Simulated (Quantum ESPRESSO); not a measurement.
# Sb (I4/mmm) in Quantum ESPRESSO: notebook

Runs on Sb. Level: PBEsol. Tasks: relaxation of cell and atoms.

Everything below comes from runs of Quantum ESPRESSO 7.5. Logs are shortened: lines on timing, memory, paths and dates and some standing lists are left out, and cuts for length are marked.

## (1) The structure

Symmetry: I4/mmm, No. 139, tetragonal system. Conventional cell: a = 3.153 Å, b = 3.153 Å, c = 5.424 Å, α = 90.00°, β = 90.00°, γ = 90.00°. Sb (site symmetry 4/mmm) has 12 Sb at 3.15 to 3.51 Å as nearest neighbours.

This isn't the form of Sb at room conditions, which is rhombohedral.

## (2) Relaxation of cell and atoms, PBEsol, target pressure 2 GPa, at which the enthalpy is minimised

The input, pw.in:

```
&CONTROL
  calculation = 'vc-relax'
  prefix = 'pwscf'
  outdir = './tmp'
  pseudo_dir = './pseudo'
  tprnfor = .true.
  tstress = .true.
  disk_io = 'low'
  nstep = 40
  forc_conv_thr = 0.0004
  etot_conv_thr = 1d-05
/
&SYSTEM
  ibrav = 0
  nat = 1
  ntyp = 1
  ecutwfc = 52
  ecutrho = 414
  nbnd = 13
  occupations = 'smearing'
  smearing = 'fd'
  degauss = 0.00367493
/
&ELECTRONS
  conv_thr = 2d-10
  electron_maxstep = 120
  mixing_beta = 0.5
/
&IONS
  ion_dynamics = 'bfgs'
/
&CELL
  cell_dynamics = 'bfgs'
  press = 20
  press_conv_thr = 0.3
/
ATOMIC_SPECIES
Sb   121.7600 sb_pbesol_v1.4.uspp.F.UPF
CELL_PARAMETERS bohr
  -2.9792291705    2.9792291705    5.1248209020
   2.9792291705   -2.9792291705    5.1248209020
   2.9792291705    2.9792291705   -5.1248209020
ATOMIC_POSITIONS bohr
Sb     0.0000000000    0.0000000000    0.0000000000
K_POINTS automatic
12 12 12 0 0 0
```

Potentials or basis: GBRV 1.5 PBEsol.

Launch:

```bash
> OMP_NUM_THREADS=1 mpirun -n 2 pw.x -nk 2 -in pw.in > pw.out
```

pw.out:

```text
This program is part of the open-source Quantum ESPRESSO suite
     for quantum simulation of materials; please cite
         "P. Giannozzi et al., J. Phys.:Condens. Matter 21 395502 (2009);
         "P. Giannozzi et al., J. Phys.:Condens. Matter 29 465901 (2017);
         "P. Giannozzi et al., J. Chem. Phys. 152 154105 (2020);
     in publications or presentations arising from this work. More details at

     Message from routine setup:
     using ibrav=0 with symmetry is DISCOURAGED, use correct ibrav instead

     K-points division:     npool     =       2
     Subspace diagonalization in iterative solution of the eigenvalue problem:
     a serial algorithm will be used

     G-vector sticks info
     --------------------
     sticks:   dense  smooth     PW     G-vecs:    dense   smooth      PW
     Sum        1427     721    269                25953     9291    2139

     Using Slab Decomposition

     bravais-lattice index     =            0
     lattice parameter (alat)  =       6.6344  a.u.
     unit-cell volume          =     181.9477 (a.u.)^3
     number of atoms/cell      =            1
     number of atomic types    =            1
     number of electrons       =        15.00
     number of Kohn-Sham states=           13
     kinetic-energy cutoff     =      52.0000  Ry
     charge density cutoff     =     414.0000  Ry
     scf convergence threshold =      2.0E-10
     mixing beta               =       0.5000
     number of iterations used =            8  plain     mixing
     energy convergence thresh.=      1.0E-05
     force convergence thresh. =      4.0E-04
     press convergence thresh. =      3.0E-01
     Exchange-correlation= SLA  PW   PSX  PSC
                           (   1   4  10   8   0   0   0)
     nstep                     =           40

     celldm(1)=   6.634410  celldm(2)=   0.000000  celldm(3)=   0.000000
     celldm(4)=   0.000000  celldm(5)=   0.000000  celldm(6)=   0.000000

     crystal axes: (cart. coord. in units of alat)
               a(1) = (  -0.449057   0.449057   0.772461 )
               a(2) = (   0.449057  -0.449057   0.772461 )
               a(3) = (   0.449057   0.449057  -0.772461 )

     reciprocal axes: (cart. coord. in units 2 pi/alat)
               b(1) = ( -0.000000  1.113444  0.647282 )
               b(2) = (  1.113444 -0.000000  0.647282 )
               b(3) = (  1.113444  1.113444  0.000000 )

     PseudoPot. # 1 for Sb read from file:
     sb_pbesol_v1.4.uspp.F.UPF
     Pseudo is Ultrasoft + core correction, Zval = 15.0
     Generated by new atomic code, or converted to UPF format
     Using radial grid of  891 points,  6 beta functions with:
                l(1) =   0
                l(2) =   0
                l(3) =   1
                l(4) =   1
                l(5) =   2
                l(6) =   2
     Q(r) pseudized with  8 coefficients,  rinner =    1.350   1.350   1.350
                                                       1.350   1.350

     atomic species   valence    mass     pseudopotential
     Sb               15.00   121.76000     Sb( 1.00)

     16 Sym. Ops., with inversion, found

   Cartesian axes

     site n.     atom                  positions (alat units)
         1        Sb     tau(   1) = (   0.0000000   0.0000000   0.0000000  )

     number of k points=   163  Fermi-Dirac smearing, width (Ry)=  0.0037

     Number of k-points >= 100: set verbosity='high' to print them.

     Dense  grid:    25953 G-vectors     FFT dimensions: (  45,  45,  45)

     Smooth grid:     9291 G-vectors     FFT dimensions: (  32,  32,  32)

     Initial potential from superposition of free atoms

     starting charge      14.0000, renormalised to      15.0000
     Starting wfcs are    9 randomized atomic wfcs +    4 random wfcs

     Self-consistent Calculation

     iteration #  1     ecut=    52.00 Ry     beta= 0.50
     Davidson diagonalization with overlap
     ethr =  1.00E-02,  avg # of iterations =  5.7

     total energy              =    -184.38101057 Ry
     estimated scf accuracy    <       1.01339618 Ry

     iteration #  2     ecut=    52.00 Ry     beta= 0.50
     Davidson diagonalization with overlap
     ethr =  6.76E-03,  avg # of iterations =  2.0

     total energy              =    -184.58215636 Ry
     estimated scf accuracy    <       0.01182971 Ry

     iteration #  3     ecut=    52.00 Ry     beta= 0.50
     Davidson diagonalization with overlap
     ethr =  7.89E-05,  avg # of iterations =  3.2

     total energy              =    -184.58282634 Ry
     estimated scf accuracy    <       0.00136715 Ry

     iteration #  4     ecut=    52.00 Ry     beta= 0.50
     Davidson diagonalization with overlap
     ethr =  9.11E-06,  avg # of iterations =  2.6

     total energy              =    -184.58293353 Ry
     estimated scf accuracy    <       0.00000757 Ry

     iteration #  5     ecut=    52.00 Ry     beta= 0.50
     Davidson diagonalization with overlap
     ethr =  5.05E-08,  avg # of iterations =  3.1

     total energy              =    -184.58293763 Ry
     estimated scf accuracy    <       0.00000067 Ry

     iteration #  6     ecut=    52.00 Ry     beta= 0.50
     Davidson diagonalization with overlap
     ethr =  4.47E-09,  avg # of iterations =  2.0

     total energy              =    -184.58293773 Ry
     estimated scf accuracy    <          7.8E-09 Ry

     iteration #  7     ecut=    52.00 Ry     beta= 0.50
     Davidson diagonalization with overlap
     ethr =  5.17E-11,  avg # of iterations =  2.2

     total energy              =    -184.58293773 Ry
     estimated scf accuracy    <          1.3E-09 Ry

     iteration #  8     ecut=    52.00 Ry     beta= 0.50
     Davidson diagonalization with overlap
     ethr =  8.34E-12,  avg # of iterations =  2.0

     End of self-consistent calculation

     Number of k-points >= 100: set verbosity='high' to print the bands.

     the Fermi energy is    11.6741 ev

!    total energy              =    -184.58293773 Ry
     estimated scf accuracy    <          3.8E-11 Ry
     smearing contrib. (-TS)   =      -0.00040531 Ry
     internal energy E=F+TS    =    -184.58253242 Ry

     The total energy is F=E-TS. E is the sum of the following terms:
     one-electron contribution =     -71.34043198 Ry
     hartree contribution      =      44.85086521 Ry
     xc contribution           =     -43.57584393 Ry
     ewald contribution        =    -114.51712171 Ry

     convergence has been achieved in   8 iterations

     Forces acting on atoms (cartesian axes, Ry/au):

     atom    1 type  1   force =     0.00000000    0.00000000    0.00000000

     Total force =     0.000000     Total SCF correction =     0.000000

     Computing stress (Cartesian axis) and pressure

          total   stress  (Ry/bohr**3)                   (kbar)     P=      -12.22
  -0.00006969  -0.00000000  -0.00000000          -10.25       -0.00       -0.00
   0.00000000  -0.00006969  -0.00000000            0.00      -10.25       -0.00
  -0.00000000  -0.00000000  -0.00010982           -0.00       -0.00      -16.15

     BFGS Geometry Optimization
     Energy error            =      6.7E-04 Ry
     Gradient error          =      0.0E+00 Ry/Bohr
     Cell gradient error     =      3.6E+01 kbar

     number of scf cycles    =   1
     number of bfgs steps    =   0

     enthalpy           new  =    -184.5582006310 Ry

     new trust radius        =       0.0165758998 bohr
     new conv_thr            =       0.0000000002 Ry

     new unit-cell volume =    178.97515 a.u.^3 (    26.52138 Ang^3 )
     density =      7.62356 g/cm^3

CELL_PARAMETERS (bohr)
  -2.963912393   2.963912393   5.093332360
   2.963912393  -2.963912393   5.093332360
   2.963912393   2.963912393  -5.093332360

ATOMIC_POSITIONS (bohr)
Sb               0.0000000000        0.0000000000        0.0000000000

     NEW-OLD atomic charge density approx. for the potential
     New effective cutoffs (rho, wfc):  418.80   52.64

     Self-consistent Calculation

     iteration #  1     ecut=    52.00 Ry     beta= 0.50
     Davidson diagonalization with overlap
     ethr =  1.00E-06,  avg # of iterations =  3.4

     Threshold (ethr) on eigenvalues was too large:
     Diagonalizing with lowered threshold

     Davidson diagonalization with overlap
     ethr =  1.89E-09,  avg # of iterations =  3.4

     total energy              =    -184.58308170 Ry
     estimated scf accuracy    <       0.00000031 Ry

     iteration #  2     ecut=    52.00 Ry     beta= 0.50
     Davidson diagonalization with overlap
     ethr =  2.09E-09,  avg # of iterations =  1.0

     total energy              =    -184.58308176 Ry
     estimated scf accuracy    <       0.00000005 Ry

[... 50 further cycles ...]
     iteration #  1     ecut=    52.00 Ry     beta= 0.50
     Davidson diagonalization with overlap
     c_bands:  1 eigenvalues not converged
     c_bands:  1 eigenvalues not converged
     c_bands:  1 eigenvalues not converged
     c_bands:  1 eigenvalues not converged
     c_bands:  1 eigenvalues not converged
     c_bands:  1 eigenvalues not converged
     ethr =  1.00E-06,  avg # of iterations = 15.0

     total energy              =    -184.38157141 Ry
     estimated scf accuracy    <       0.99995007 Ry

     iteration #  2     ecut=    52.00 Ry     beta= 0.50
     Davidson diagonalization with overlap
     ethr =  6.67E-03,  avg # of iterations =  2.0

     total energy              =    -184.58226659 Ry
     estimated scf accuracy    <       0.01141498 Ry

     iteration #  3     ecut=    52.00 Ry     beta= 0.50
     Davidson diagonalization with overlap
     ethr =  7.61E-05,  avg # of iterations =  3.2

     total energy              =    -184.58289132 Ry
     estimated scf accuracy    <       0.00136077 Ry

     iteration #  4     ecut=    52.00 Ry     beta= 0.50
     Davidson diagonalization with overlap
     ethr =  9.07E-06,  avg # of iterations =  2.2

     total energy              =    -184.58299699 Ry
     estimated scf accuracy    <       0.00000655 Ry

     iteration #  5     ecut=    52.00 Ry     beta= 0.50
     Davidson diagonalization with overlap
     ethr =  4.37E-08,  avg # of iterations =  3.2

     total energy              =    -184.58300097 Ry
     estimated scf accuracy    <       0.00000056 Ry

     iteration #  6     ecut=    52.00 Ry     beta= 0.50
     Davidson diagonalization with overlap
     ethr =  3.73E-09,  avg # of iterations =  2.1

     total energy              =    -184.58300106 Ry
     estimated scf accuracy    <          8.1E-09 Ry

     iteration #  7     ecut=    52.00 Ry     beta= 0.50
     Davidson diagonalization with overlap
     ethr =  5.39E-11,  avg # of iterations =  2.1

     total energy              =    -184.58300107 Ry
     estimated scf accuracy    <          4.3E-10 Ry

     iteration #  8     ecut=    52.00 Ry     beta= 0.50
     Davidson diagonalization with overlap
     ethr =  2.88E-12,  avg # of iterations =  2.0

     total energy              =    -184.58300107 Ry
     estimated scf accuracy    <          1.2E-11 Ry

     iteration #  9     ecut=    52.00 Ry     beta= 0.50
     Davidson diagonalization with overlap
     ethr =  1.00E-13,  avg # of iterations =  1.8

     total energy              =    -184.58300107 Ry
     estimated scf accuracy    <          3.6E-12 Ry

     iteration # 10     ecut=    52.00 Ry     beta= 0.50
     Davidson diagonalization with overlap
     ethr =  1.00E-13,  avg # of iterations =  1.0

     End of self-consistent calculation

     Number of k-points >= 100: set verbosity='high' to print the bands.

     the Fermi energy is    12.5083 ev

!    total energy              =    -184.58300107 Ry
     estimated scf accuracy    <          3.9E-13 Ry
     smearing contrib. (-TS)   =      -0.00030833 Ry
     internal energy E=F+TS    =    -184.58269273 Ry

     The total energy is F=E-TS. E is the sum of the following terms:
     one-electron contribution =     -68.12042009 Ry
     hartree contribution      =      43.69626486 Ry
     xc contribution           =     -43.60917643 Ry
     ewald contribution        =    -116.54936108 Ry

     convergence has been achieved in  10 iterations

     Forces acting on atoms (cartesian axes, Ry/au):

     atom    1 type  1   force =     0.00000000    0.00000000    0.00000000

     Total force =     0.000000     Total SCF correction =     0.000000

     Computing stress (Cartesian axis) and pressure

          total   stress  (Ry/bohr**3)                   (kbar)     P=       19.68
   0.00013487  -0.00000000  -0.00000000           19.84       -0.00       -0.00
   0.00000000   0.00013487   0.00000000            0.00       19.84        0.00
   0.00000000   0.00000000   0.00013151            0.00        0.00       19.35

=------------------------------------------------------------------------------=
   JOB DONE.
=------------------------------------------------------------------------------=
```

Wall time 3.1 min (2 MPI ranks of Intel Xeon at 2.70GHz, shared host); peak memory 0.24 GiB.

What came out:

- Free energy: -2511.3797 eV
- Relaxed volume: 25.64 Å³/atom
- Relaxed cell: a = 3.408 Å, b = 3.408 Å, c = 3.408 Å, α = 124.88°, β = 124.88°, γ = 81.74°
- Space group after relaxing (to 0.05 Å): I4/mmm (No. 139)
- Energy change on relaxing (the enthalpy is what falls): -1.1 meV/atom
- Ionic steps: 11
- Pressure after relaxing: 2.0 GPa
- Band gap on the k mesh: none (metal or under the smearing width)

The path:
```csv
step,energy change (eV),largest force (eV/Å),pressure (GPa),volume (Å³)
1,0.0000,0.0000,-1.22,26.96
2,-0.0020,0.0000,-0.13,26.52
3,0.0000,0.0000,1.43,25.94
4,0.0024,0.0000,2.16,25.68
5,0.0029,0.0000,2.37,25.60
6,0.0031,0.0000,2.52,25.54
7,0.0030,0.0000,2.67,25.47
8,0.0025,0.0000,2.73,25.42
9,0.0012,0.0000,2.51,25.47
10,-0.0001,0.0000,2.23,25.56
11,-0.0011,0.0000,2.00,25.64
```

Final structure:
```xyz
1
Lattice="-1.5770 1.5770 2.5773 1.5770 -1.5770 2.5773 1.5770 1.5770 -2.5773" Properties=species:S:1:pos:R:3 pbc="T T T"
Sb    0.0000    0.0000    0.0000
```

Levels at points of the mesh, in eV from the Fermi level:
```tsv
k point	band 4	band 5	band 6	band 7	band 8	band 9	band 10	band 11	band 12	band 13
(0.00, 0.00, 0.00)	-29.24	-29.18	-13.35	5.39	5.73	5.73	10.29	10.71	11.28	11.28
(0.00, 0.00, -0.50)	-29.18	-29.11	-6.83	-4.78	-0.70	0.50	3.64	4.40	17.56	17.70
(0.00, -0.50, 0.00)	-29.18	-29.15	-9.26	-6.13	2.43	5.20	7.00	10.35	10.52	11.04
(-0.50, -0.50, -0.50)	-29.17	-29.16	-8.90	-5.84	1.73	1.73	5.71	5.74	22.40	22.41
```

Spin-orbit coupling is left out, which matters for the levels of Sb.

(Part 1 of 2 ends here.)
